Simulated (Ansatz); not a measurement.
EuO:

```
Eu O
1.0
     0.00000    2.57195    2.57195
     2.57195    0.00000    2.57195
     2.57195    2.57195    0.00000
Eu O
1 1
Cartesian
  0.0000 0.0000 0.0000
  2.5720 2.5720 2.5720
```

- Program: Ansatz 0.2.0
- Task: relaxation of cell and atoms
- Functional: B3LYP
- Potentials or basis: Ansatz PAW
- Cutoff: 420 eV (not typed: the program's choice for these potentials)
- k mesh: 5 × 5 × 5
- Occupations: fermi-dirac, width 0.05 eV
- Spin: collinear spin, ferromagnetic start
- Starting moments: [7.0, 0.0] μB

At the start: volume 17.01 Å³/atom.

Question: Where does the relaxation end?

Answer: It ends after 5 steps and the volume is 17.38 Å³/atom (+2.2 %); space group Fm-3m (No. 225, to 0.05 Å); moment 7.00 μB per cell.

The path:
| step | energy change (eV) | largest force (eV/Å) | volume (Å³) |
| --- | --- | --- | --- |
| 1 | 0.0000 | 0.0000 | 34.03 |
| 2 | -0.0022 | 0.0000 | 34.73 |
| 3 | -0.0043 | 0.0000 | 34.73 |
| 4 | -0.0042 | 0.0000 | 34.76 |
| 5 | -0.0042 | 0.0000 | 34.76 |

Final structure:
```cif
data_structure
_symmetry_space_group_name_H-M 'P 1'
_symmetry_Int_Tables_number 1
_cell_length_a 3.6632
_cell_length_b 3.6632
_cell_length_c 3.6632
_cell_angle_alpha 60.000
_cell_angle_beta 60.000
_cell_angle_gamma 60.000
_cell_volume 34.76
loop_
_atom_site_label
_atom_site_type_symbol
_atom_site_fract_x
_atom_site_fract_y
_atom_site_fract_z
_atom_site_occupancy
Eu1 Eu 0.00000 0.00000 0.00000 1
O1 O 0.50000 0.50000 0.50000 1
```

Caveat: the k mesh is coarse (spacing up to 0.42 Å⁻¹), so the values aren't converged, least of all with exact exchange; the magnetic or orbital state may not be the lowest; the plane-wave basis is chosen anew once the cell has moved, so the energies of steps on either side of that aren't comparable; the pressure holds a Pulay correction of +0.5 GPa for the finite cutoff; a cell with one magnetic atom can't hold antiferromagnetic order, which such compounds often take; the PAW data sets come from PBE, with cores solved anew for the run's functional, which leaves a small shift of forces and pressure.
